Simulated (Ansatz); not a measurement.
Wanted: the native input for an Ansatz 0.2.0 run.

* Task: single point
* Functional: PBE
* Potentials or basis: Ansatz PAW
* Cutoff: 420 eV (not typed: the program's choice for these potentials)
* k mesh: 7 × 7 × 7
* Occupations: gaussian, width 0.012 eV
* Spin: no spin polarisation

TiSi2:

```xyz
6
Lattice="0.0000 4.1175 4.2629 2.3895 0.0000 4.2629 2.3895 4.1175 0.0000" Properties=species:S:1:pos:R:3 pbc="T T T"
Ti    3.5843    6.1763    6.3943
Ti    2.3895    4.1175    4.2629
Si    1.1948    3.3975    2.1314
Si    1.1948    0.7200    2.1314
Si    2.3895    1.3387    4.2629
Si    2.3895    6.8963    4.2629
```

The cell is a database's computed one.

The input as run:

input.yaml

```yaml
crystal:
  lattice:
    - [0.0, 4.1175163063, 4.2628978354]
    - [2.3895119538, 0.0, 4.2628978354]
    - [2.3895119538, 4.1175163063, 0.0]
  atoms:
    - { symbol: Ti, position: [0.75, 0.75, 0.75] }
    - { symbol: Ti, position: [0.5, 0.5, 0.5] }
    - { symbol: Si, position: [0.41256561, 0.08743439, 0.41256561] }
    - { symbol: Si, position: [0.08743439, 0.41256561, 0.08743439] }
    - { symbol: Si, position: [0.16256561, 0.83743439, 0.16256561] }
    - { symbol: Si, position: [0.83743439, 0.16256561, 0.83743439] }
hamiltonian:
  xc: pbe
  pseudopotentials: { kind: paw }
kpoints:
  mp_grid: { grid: [7, 7, 7] }
scf:
  occupations: { method: gaussian, width: 0.012 }
output:
  forces: true
  stress: true
  eigenvalues: true
  write_density: true
  write_potential: true
  elf: true
  volumetric_format: npy
```

Potentials or basis: Ansatz PAW.

Launch:

```bash
$ ansatz run input.yaml --threads 2 --pin off --max-ram 5632MiB --backend cpu --events-out ev --progress --plain --runs-dir out
```

It gave:

- Pressure: 2.1 GPa
- Largest force: 0.012 eV/Å
- Band gap on the k mesh: none (metal or under the smearing width)

It took 5.5 s on 2 threads of Intel(R) Xeon(R) Processor @ 2.70GHz, with other jobs on the host, peak memory 0.46 GiB.
